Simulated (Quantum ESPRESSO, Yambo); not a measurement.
# AlAs (F-43m): Bethe-Salpeter spectra with Yambo, part 4 of 4

How far does the k mesh set the exciton binding of AlAs (F-43m)?

Quantum ESPRESSO 7.5 and Yambo 5.3.0; PBE and many-body steps on it, plane waves. Known limits of the many-body steps: not at the basis limit; no spin-orbit coupling; coarse k mesh; bindings not settled in the k mesh.

So far. Step 16 (Triplet (no exchange term)): The lowest triplet lies at 2.678 eV; without spin-orbit coupling triplets are dark, so no spectrum is read. Step 17 (Empty states on the mesh, 10×10×10 mesh, 23 bands): On this mesh the gap is 1.438 eV.

**19. k mesh (10×10×10)**

This step: Bethe-Salpeter equation on PBE with a scissors shift, plane waves, norm-conserving pseudopotentials.

Input file bse12.in:

```
optics
bss
bse
em1s
dipoles
rim_cut
RandQpts= 1000000
RandGvec= 1 RL
Chimod= "HARTREE"
BSKmod= "SEX"
BSEmod= "resonant"
BSSmod= "d"
BSENGexx= 20 Ry
BSENGBlk= 4 Ry
% BSEQptR
 1 | 1 |
%
% BSEBands
 12 | 15 |
%
% BEnRange
 0 | 5 | eV
%
% BDmRange
 0.1 | 0.1 | eV
%
BEnSteps= 101
% BLongDir
 1 | 0 | 0 |
%
% BndsRnXs
 10 | 23 |
%
NGsBlkXs= 4 Ry
% LongDrXs
 1 | 1 | 1 |
%
% KfnQP_E
 0.771 | 1.0 | 1.0 |
%
WRbsWF
FFTGvecs= 45 Ry
```

Started as:

```
$ OMP_NUM_THREADS=1 mpirun -n 4 yambo -F bse12.in -J bse12 -C bse12 > bse12.log
```

Output:

```text
 Yambo, version 5.3.0

 [02] CORE Variables Setup
 =========================

  [... cell, symmetries and grids as in the set-up ...]

  [02.05] Energies & Occupations
  ==============================

  [X] === General ===
  [X] Electronic Temperature                        :  0.000000  0.000000 [eV K]
  [X] Bosonic    Temperature                        :  0.000000  0.000000 [eV K]
  [X] Finite Temperature mode                       : no
  [X] El. density                                   :  0.57332E+24 [cm-3]
[...]
[08.01.04] Independent Particles properties @q1
   ===============================================

   ==========================================================

   [BSE] Exchange components :   531
   [BSE] Correlation components :    59   331

    [08.01.05.01] Screened interaction header I/O
    =============================================

    [08.01.05.02] Main kernel loop
    ==============================

    [08.01.05.03] Wave-Function Phases
    ==================================

    [BSE] WF phases found       :  58.44415 [o/o]

   [08.01.06] BSE solver(s) @q1
   ============================

   [08.01.07] Diago Solver @q1
   ===========================

 [11] Game Over & Game summary
```

The job ended after 4.4 min (4 MPI ranks of Arm Neoverse V1, shared host; peak memory 2.5 GiB; 17 min of CPU time).

This step gave:

```yaml
transitions_in_the_window: 4000
direct_gap_of_the_transition_levels: 2.821 eV
lowest_state: 2.706 eV
first_strong_exciton_over_a_fiftieth_of_the_strongest_listed: 2.706 eV
binding_of_the_lowest_state_below_the_direct_gap: 0.1151 eV
coulomb_term_of_one_mesh_cell: 0.1315 eV
```

The binding is 0.88 times the screened Coulomb term of one mesh cell (0.13 eV), so it is not shown settled.

The lowest state lies at 2.706 eV, 0.115 eV under the direct gap.

The window of bands is narrower than in the first exciton run, so this row is not like for like with it.

The program warns that the window of bands cuts a degenerate level, which breaks the symmetry of states and spectrum.

**20. Triplet (no exchange term)**

bse13.in, as its differences from bse12.in of step 19:

```diff
@@ -12,3 +12,3 @@
 BSSmod= "d"
-BSENGexx= 20 Ry
+BSENGexx= 1 RL
 BSENGBlk= 4 Ry
```

Started as:

```
$ OMP_NUM_THREADS=1 mpirun -n 4 yambo -F bse13.in -J bse13,bse12_W -C bse13 > bse13.log
```

Output:

```text
 Yambo, version 5.3.0

 [02] CORE Variables Setup
 =========================

  [... cell, symmetries and grids as in the set-up ...]

  [02.05] Energies & Occupations
  ==============================

  [X] === General ===
  [X] Electronic Temperature                        :  0.000000  0.000000 [eV K]
  [X] Bosonic    Temperature                        :  0.000000  0.000000 [eV K]
  [X] Finite Temperature mode                       : no
  [X] El. density                                   :  0.57332E+24 [cm-3]
[...]
[06] Dipoles
 ============

  [06.01] Setup: observables and procedures
  =========================================

  [WARNING] [r,Vnl^pseudo] included in position and velocity dipoles.

  [WARNING] In case H contains other non local terms, these are neglected

 [07] Static Dielectric Matrix
 =============================

    [08.01.05.02] Main kernel loop
    ==============================

    [08.01.05.03] Wave-Function Phases
    ==================================

    [BSE] WF phases found       :  58.44415 [o/o]

   [08.01.06] BSE solver(s) @q1
   ============================

   [08.01.07] Diago Solver @q1
   ===========================

 [11] Game Over & Game summary
```

Wall time 3.5 min (4 MPI ranks); peak memory 2.3 GiB; 14 min of CPU time.

The lowest triplet lies at 2.704 eV; without spin-orbit coupling triplets are dark, so no spectrum is read.

The program warns that the window of bands cuts a degenerate level, which breaks the symmetry of states and spectrum.

**21. Empty states on the mesh, 12×12×12 mesh, 23 bands**

This step: Quantum ESPRESSO 7.5; DFT, PBE, plane waves, norm-conserving pseudopotentials.

Input file pw.in:

```
&control
  calculation = 'nscf'
  prefix = 'x'
  outdir = 'o'
  pseudo_dir = 'pseudo'
/
&system
  ibrav = 0
  nat = 2
  ntyp = 2
  ecutwfc = 100.0
  nbnd = 23
  force_symmorphic = .true.
/
&electrons
  conv_thr = 1e-9
  electron_maxstep = 80
  diago_full_acc = .true.
  diago_thr_init = 5e-6
/
ATOMIC_SPECIES
  Al 26.982 Al.upf
  As 74.922 As.upf
CELL_PARAMETERS angstrom
  0.0000000000 2.8304000000 2.8304000000
  2.8304000000 0.0000000000 2.8304000000
  2.8304000000 2.8304000000 -0.0000000000
ATOMIC_POSITIONS crystal
  Al 0.0000000000 0.0000000000 0.0000000000
  As 0.2500000000 0.2500000000 0.2500000000
K_POINTS automatic
  12 12 12 0 0 0
```

Started as:

```
$ OMP_NUM_THREADS=1 mpirun -n 4 pw.x -nk 4 -in pw.in > pw.out
```

Output:

```text
[banner, memory and clock lines left out]
Program PWSCF v.7.5 starts

     Atomic positions and unit cell read from directory:
     o/x.save/

     Message from routine setup:
     using ibrav=0 with symmetry is DISCOURAGED, use correct ibrav instead

     G-vector sticks info

     bravais-lattice index     =            0
     lattice parameter (alat)  =       7.5642  a.u.
     unit-cell volume          =     306.0343 (a.u.)^3
     number of atoms/cell      =            2
     number of atomic types    =            2
     number of electrons       =        26.00
[...]
-27.3771  -4.8020   6.2178   6.9226   6.9226   9.5749  11.4092  11.4284
    11.4284  15.6889  15.6889  16.2587  18.1197  19.1001  19.1001

          k = 0.1179 0.1179-0.1179 (  5125 PWs)   bands (ev):

  -176.9881-120.3709-120.3709-120.3709 -27.3876 -27.3875 -27.3875 -27.3771
   -27.3771  -4.6027   4.9034   6.7361   6.7361   9.8228  11.7273  11.7273
    12.1970  15.2544  15.2544  16.7551  18.0506  20.4706  20.4706

          k = 0.1768 0.1768-0.1768 (  5168 PWs)   bands (ev):

     [... further k-points ...]

     highest occupied, lowest unoccupied level (ev):     6.9991    8.4373

     XML data file, pseudopotentials, collected wavefunctions
```

Elapsed: 12 s, on 4 MPI ranks; peak memory 0.31 GiB.

This step gave:

| Quantity | Value |
| --- | --- |
| gap | 1.438 eV |
| k of the valence top | 0, 0, 0 |
| k of the conduction bottom | 0, -0.5, -0.5 |
| least direct gap | 2.050 eV |
| k points computed | 72 |
| lowest point of the top converged band, above the valence top | 11.45 eV |

On this mesh the gap is 1.438 eV.

**22. Conversion and set-up**

This step: Yambo 5.3.0; conversion and set-up on PBE, plane waves, norm-conserving pseudopotentials.

Started as:

```
$ (cd o/x.save; p2y > p2y.log; mv SAVE ../..); yambo > setup.log
```

Output:

```text
 Yambo, version 5.3.0

 [02] CORE Variables Setup
 =========================

  [02.01] Unit cells
  ==================

  Cell kind             :  FCC
  Atoms in the cell     :  Al  As
  number of Al atoms    :  1
  number of As atoms    :  1

  List of atomic masses
  Mass of Al    :  26.98200
  Mass of As    :  74.92200

  List of atomic coordinates    : [cc]
  Al1       :  0.000000  0.000000  0.000000  order 1
  As1       :  2.674340  2.674340  2.674340  order 2

  Alat factors          :  5.348681  5.348681  5.348681 [a.u.]
  Direct lattice volume :  306.0343 [a.u.]
[...]
Q [ 2]         [rlu]: -0.39881E-17  0.29508E-17  0.83333E-01
 Q [ 3]         [rlu]: -0.79762E-17  0.59016E-17  0.16667
[...]
Q [ 8]         [rlu]: -0.32408E-17  0.83333E-01  0.83333E-01
 Q [ 9]         [rlu]: -0.10927E-16  0.83333E-01  0.16667
 Q [10]         [rlu]: -0.21854E-16  0.83333E-01  0.25000
     [... 38 further rows ...]
 Q [49]         [rlu]:  0.083333  0.250000  0.333333
 Q [50]         [rlu]:  0.083333  0.250000  0.416667

 Remaining 22 points informations can be written running with -fatlog

  [03.01] X indexes
  =================

   [03.01.01] Sigma indexes
   ========================

 [06] Game Over & Game summary
```

It took 5.9 s on 1 MPI rank; peak memory 0.3 GiB.

**23. k mesh (12×12×12)**

This step: Bethe-Salpeter equation on PBE with a scissors shift, plane waves, norm-conserving pseudopotentials.

bse15.in, as its differences from bse13.in of step 20:

```diff
@@ -12,3 +12,3 @@
 BSSmod= "d"
-BSENGexx= 1 RL
+BSENGexx= 20 Ry
 BSENGBlk= 4 Ry
```

Started as:

```
$ OMP_NUM_THREADS=1 mpirun -n 4 yambo -F bse15.in -J bse15 -C bse15 > bse15.log
```

Output:

```text
 Yambo, version 5.3.0

 [02] CORE Variables Setup
 =========================

  [... cell, symmetries and grids as in the set-up ...]

  [02.05] Energies & Occupations
  ==============================

  [X] === General ===
  [X] Electronic Temperature                        :  0.000000  0.000000 [eV K]
  [X] Bosonic    Temperature                        :  0.000000  0.000000 [eV K]
  [X] Finite Temperature mode                       : no
  [X] El. density                                   :  0.57332E+24 [cm-3]
[...]
[08.01.04] Independent Particles properties @q1
   ===============================================

   ==========================================================

   [BSE] Exchange components :   531
   [BSE] Correlation components :    59   331

    [08.01.05.01] Screened interaction header I/O
    =============================================

    [08.01.05.02] Main kernel loop
    ==============================

    [08.01.05.03] Wave-Function Phases
    ==================================

    [BSE] WF phases found       :  62.97743 [o/o]

   [08.01.06] BSE solver(s) @q1
   ============================

   [08.01.07] Diago Solver @q1
   ===========================

 [11] Game Over & Game summary
```

Wall time 18 min (4 MPI ranks); peak memory 4.7 GiB; 73 min of CPU time.

This step gave:

```
transitions in the window                                      : 6912
direct gap of the transition levels                            : 2.821 eV
lowest state                                                   : 2.724 eV
first strong exciton (over a fiftieth of the strongest listed) : 2.724 eV
binding of the lowest state below the direct gap               : 0.09747 eV
Coulomb term of one mesh cell                                  : 0.1109 eV
```

The binding is 0.88 times the screened Coulomb term of one mesh cell (0.11 eV), so it is not shown settled.

The lowest state lies at 2.724 eV, 0.097 eV under the direct gap.

Field along x; broadening 0.1 eV; transition window only. Limits: finite bands, cutoff and mesh; no spin-orbit coupling; exciton not shown settled in the k mesh. Table of ε₂ by photon energy; read off at these points:

| photon energy (eV) | BSE | no electron-hole interaction |
| --- | --- | --- |
| 0.00 | 0.0849 | 0.0657 |
| 0.15 | 0.0913 | 0.0700 |
| 0.25 | 0.0959 | 0.0731 |
| 0.40 | 0.104 | 0.0782 |
| 0.55 | 0.112 | 0.0839 |
| 0.70 | 0.122 | 0.0902 |
| 0.80 | 0.130 | 0.0949 |
| 0.95 | 0.142 | 0.103 |
| 1.10 | 0.157 | 0.111 |
| 1.20 | 0.168 | 0.118 |
| 1.35 | 0.186 | 0.129 |
| 1.50 | 0.209 | 0.142 |
| 1.60 | 0.227 | 0.151 |
| 1.75 | 0.258 | 0.168 |
| 1.90 | 0.297 | 0.188 |
| 2.05 | 0.348 | 0.213 |
| 2.15 | 0.391 | 0.233 |
| 2.30 | 0.478 | 0.271 |
| 2.45 | 0.620 | 0.326 |
| 2.55 | 0.800 | 0.381 |
| 2.70 | 1.49 | 0.566 |
| 2.85 | 1.38 | 0.878 |
| 2.95 | 1.56 | 0.742 |
| 3.10 | 2.60 | 0.863 |
| 3.25 | 6.75 | 1.41 |
| 3.40 | 7.47 | 3.37 |
| 3.50 | 10.6 | 3.18 |
| 3.65 | 23.7 | 4.45 |
| 3.80 | 14.9 | 9.92 |
| 3.90 | 13.6 | 9.58 |
| 4.05 | 26.9 | 6.76 |
| 4.20 | 22.8 | 13.0 |
| 4.30 | 26.1 | 12.1 |
| 4.45 | 27.2 | 13.8 |
| 4.60 | 28.2 | 17.7 |
| 4.65 | 29.3 | 17.9 |
| 4.75 | 26.5 | 20.3 |
| 4.85 | 17.8 | 27.0 |
| 5.00 | 9.73 | 37.0 |

The window of bands is narrower than in the first exciton run, so this row is not like for like with it.

The program warns that the window of bands cuts a degenerate level, which breaks the symmetry of states and spectrum.

**24. Triplet (no exchange term)**

bse16.in, as its differences from bse15.in of step 23:

```diff
@@ -12,3 +12,3 @@
 BSSmod= "d"
-BSENGexx= 20 Ry
+BSENGexx= 1 RL
 BSENGBlk= 4 Ry
```

Started as:

```
$ OMP_NUM_THREADS=1 mpirun -n 4 yambo -F bse16.in -J bse16,bse15_W -C bse16 > bse16.log
```

Output:

```text
 Yambo, version 5.3.0

 [02] CORE Variables Setup
 =========================

  [... cell, symmetries and grids as in the set-up ...]

  [02.05] Energies & Occupations
  ==============================

  [X] === General ===
  [X] Electronic Temperature                        :  0.000000  0.000000 [eV K]
  [X] Bosonic    Temperature                        :  0.000000  0.000000 [eV K]
  [X] Finite Temperature mode                       : no
  [X] El. density                                   :  0.57332E+24 [cm-3]
[...]
[06] Dipoles
 ============

  [06.01] Setup: observables and procedures
  =========================================

  [WARNING] [r,Vnl^pseudo] included in position and velocity dipoles.

  [WARNING] In case H contains other non local terms, these are neglected

 [07] Static Dielectric Matrix
 =============================

    [08.01.05.02] Main kernel loop
    ==============================

    [08.01.05.03] Wave-Function Phases
    ==================================

    [BSE] WF phases found       :  62.97743 [o/o]

   [08.01.06] BSE solver(s) @q1
   ============================

   [08.01.07] Diago Solver @q1
   ===========================

 [11] Game Over & Game summary
```

It took 16 min on 4 MPI ranks; peak memory 8.9 GiB.

The lowest triplet lies at 2.723 eV; without spin-orbit coupling triplets are dark, so no spectrum is read.

The program warns that the window of bands cuts a degenerate level, which breaks the symmetry of states and spectrum.

**25. Spectrum in a wider window**

Input file bse17.in:

```
optics
bss
bse
em1s
dipoles
rim_cut
RandQpts= 1000000
RandGvec= 1 RL
Chimod= "HARTREE"
BSKmod= "SEX"
BSEmod= "resonant"
BSSmod= "h"
BSENGexx= 20 Ry
BSENGBlk= 4 Ry
% BSEQptR
 1 | 1 |
%
% BSEBands
 11 | 17 |
%
% BEnRange
 0 | 8 | eV
%
% BDmRange
 0.1 | 0.1 | eV
%
BEnSteps= 161
% BLongDir
 1 | 0 | 0 |
%
% BndsRnXs
 10 | 23 |
%
NGsBlkXs= 4 Ry
% LongDrXs
 1 | 1 | 1 |
%
% KfnQP_E
 0.771 | 1.0 | 1.0 |
%
BSHayTrs= -0.02
FFTGvecs= 45 Ry
```

Started as:

```
$ OMP_NUM_THREADS=1 mpirun -n 4 yambo -F bse17.in -J bse17,bse15_W -C bse17 > bse17.log
```

Output:

```text
 Yambo, version 5.3.0

 [02] CORE Variables Setup
 =========================

  [... cell, symmetries and grids as in the set-up ...]

  [02.05] Energies & Occupations
  ==============================

  [X] === General ===
  [X] Electronic Temperature                        :  0.000000  0.000000 [eV K]
  [X] Bosonic    Temperature                        :  0.000000  0.000000 [eV K]
  [X] Finite Temperature mode                       : no
  [X] El. density                                   :  0.57332E+24 [cm-3]
[...]
============================

   [08.01.07] Haydock Solver in the optics basis @q1 using the hermitian scheme
   ============================================================================

   Accuracy (requested)      : -0.020000 [o/o]

   [WARNING] [EPS_extend] Possible inaccuracy in the EPS prolungation

   [WARNING] [EPS_extend] Possible inaccuracy in the EPS prolungation

   [WARNING] [EPS_extend] Possible inaccuracy in the EPS prolungation

[...]
[WARNING] [EPS_extend] Possible inaccuracy in the EPS prolungation

   [WARNING] [EPS_extend] Possible inaccuracy in the EPS prolungation
   Iterations                :  107

 [11] Game Over & Game summary
```

It took 12 min on 4 MPI ranks; peak memory 5.4 GiB.

Numbers from this step:

- transitions in the window: 20736
- direct gap of the transition levels: 2.821 eV

**26. The runs together**

Times are wall times on 4 MPI ranks of Arm Neoverse V1, shared host, good to a factor of about two.

| run | mesh | transitions | broadening (eV) | direct gap (eV) | lowest state (eV) | binding (eV) | mesh cell's term (eV) | tallest peak (eV) | height | time |
| --- | --- | --- | --- | --- | --- | --- | --- | --- | --- | --- |
| excitons | 4×4×4 | 768 | 0.1 | 2.821 | 2.644 | 0.177 | 0.202 | 3.50 | 94.3 | 6 s |
| triplet (no exchange term) | 4×4×4 | 768 | 0.1 | 2.821 | 2.615 | 0.206 | 0.202 | - | - | 3.6 s |
| k mesh (6×6×6) | 6×6×6 | 2592 | 0.1 | 2.821 | 2.656 | 0.165 | 0.189 | 4.55 | 54.9 | 70 s |
| triplet (no exchange term) | 6×6×6 | 2592 | 0.1 | 2.821 | 2.648 | 0.173 | 0.189 | - | - | 63 s |
| k mesh (8×8×8) | 8×8×8 | 3072 | 0.1 | 2.821 | 2.682 | 0.139 | 0.159 | 4.40 | 42.7 | 2 min |
| triplet (no exchange term) | 8×8×8 | 3072 | 0.1 | 2.821 | 2.678 | 0.143 | 0.159 | - | - | 99 s |
| k mesh (10×10×10) | 10×10×10 | 4000 | 0.1 | 2.821 | 2.706 | 0.115 | 0.132 | 4.20 | 33.2 | 4.4 min |
| triplet (no exchange term) | 10×10×10 | 4000 | 0.1 | 2.821 | 2.704 | 0.117 | 0.132 | - | - | 3.5 min |
| k mesh (12×12×12) | 12×12×12 | 6912 | 0.1 | 2.821 | 2.724 | 0.097 | 0.111 | 4.65 | 29.3 | 18 min |
| triplet (no exchange term) | 12×12×12 | 6912 | 0.1 | 2.821 | 2.723 | 0.099 | 0.111 | - | - | 16 min |
| spectrum in a wider window | 12×12×12 | 20736 | 0.1 | 2.821 | - | - | - | 4.65 | 30.4 | 12 min |

**27. What came out**

| Item | Value |
| --- | --- |
| excitons | lowest state 2.644 eV (not settled in the k mesh) |
| triplet (no exchange term) | lowest state 2.615 eV (not settled in the k mesh) |
| k mesh (6×6×6) | lowest state 2.656 eV (not settled in the k mesh) |
| triplet (no exchange term) | lowest state 2.648 eV (not settled in the k mesh) |
| k mesh (8×8×8) | lowest state 2.682 eV (not settled in the k mesh) |
| triplet (no exchange term) | lowest state 2.678 eV (not settled in the k mesh) |
| k mesh (10×10×10) | lowest state 2.706 eV (not settled in the k mesh) |
| triplet (no exchange term) | lowest state 2.704 eV (not settled in the k mesh) |
| k mesh (12×12×12) | lowest state 2.724 eV (not settled in the k mesh) |
| triplet (no exchange term) | lowest state 2.723 eV (not settled in the k mesh) |

What this shows: On the 4×4×4 mesh the lowest exciton lies at 2.644 eV, 0.177 eV below the direct gap; one cell of the mesh carries a screened Coulomb term of 0.20 eV, so this binding is not shown settled. Between the two densest meshes the binding falls by 0.85 of the fall in the mesh cell's term (the screened Coulomb energy of a charge repeated on the supercell that the mesh stands for). The binding is still 0.9 times that term, so the mesh does not resolve the exciton and no limit can be drawn. Triplet (no exchange term), against «excitons (4×4×4)»: the lowest state moves by −0.029 eV (keys changed: BSENGexx). Triplets are dark. k mesh (6×6×6), against «excitons (4×4×4)»: the lowest state moves by +0.012 eV. Triplet (no exchange term), against «k mesh (6×6×6)»: the lowest state moves by −0.009 eV (keys changed: BSENGexx). Triplets are dark. k mesh (8×8×8), against «k mesh (6×6×6)»: the lowest state moves by +0.026 eV (keys changed: BSEBands, the mesh and the band window). Triplet (no exchange term), against «k mesh (8×8×8)»: the lowest state stays within 0.01 eV (keys changed: BSENGexx). Triplets are dark. k mesh (10×10×10), against «k mesh (8×8×8)»: the lowest state moves by +0.024 eV (keys changed: BSEBands, the mesh and the band window). Triplet (no exchange term), against «k mesh (10×10×10)»: the lowest state stays within 0.01 eV (keys changed: BSENGexx). Triplets are dark. k mesh (12×12×12), against «k mesh (10×10×10)»: the lowest state moves by +0.018 eV. Triplet (no exchange term), against «k mesh (12×12×12)»: the lowest state stays within 0.01 eV (keys changed: BSENGexx). Triplets are dark. Lines within a few meV of each other can be one level split by numerical noise, or distinct levels. Screening is static and electronic alone, and only transitions inside the band window count. The 4×4×4 mesh is coarse for this cell, which bears on the long-range parts of exchange and screening. The many-body steps are scalar-relativistic: spin-orbit coupling is not in them.

[Paths, hosts, dates, memory and timing lines, banners, echoed tables and standing remarks are left out of the program output.]

[Logs are printed without paths, hosts, clocks, repeated set-up lines and the standing remarks that a program may print on its own settings, such as how far it seeks lower states.]

[Runs of the session that timed out or met a known fault of the program may be left out.]

[Hosts, paths, dates, database ids (printed as entryN), source tags and the programs' standing remarks are cut or masked in the printed files.]
